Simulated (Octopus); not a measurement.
Crystal: Ge.

```
Ge
1.0
     1.48805   -2.59469    0.00000
     1.48805    2.59469    0.00000
     0.00000    0.00000    4.72760
Ge
2
Direct
  0.33345 0.66655 0.25000
  0.66655 0.33345 0.75000
```

This isn't the form of Ge at room conditions, which is diamond.

* Program: Octopus 16.4
* Task: single point
* Functional: PBEsol
* Potentials or basis: pseudodojo_pbesol (PseudoDojo 0.4, PBEsol)
* Grid spacing: 0.130 × 0.130 × 0.128 Å
* k mesh: 10 × 10 × 6
* Occupations: fermi-dirac, width 0.05 eV
* Spin: no spin polarisation

On this cell: largest force under 0.003 eV/Å; band gap on the k mesh none (metal or under the smearing width).

The same run follows on a disturbed copy (atoms moved at random, drawn with an rms of 0.05 Å):

```xyz
2
Lattice="1.4881 -2.5947 0.0000 1.4881 2.5947 0.0000 0.0000 0.0000 4.7276" Properties=species:S:1:pos:R:3 pbc="T T T"
Ge    1.4977    0.9140    1.1971
Ge    1.5104   -0.8905    3.5233
```

What does the disturbed cell give?

The energy (extrapolated to zero smearing) moves by +0.0 meV/atom; largest force 0.025 eV/Å; band gap on the k mesh none (metal or under the smearing width).

Forces in eV/Å, atoms in the order of the input:
```
Ge  -0.001 -0.012 -0.023
Ge   0.001  0.012  0.023
```
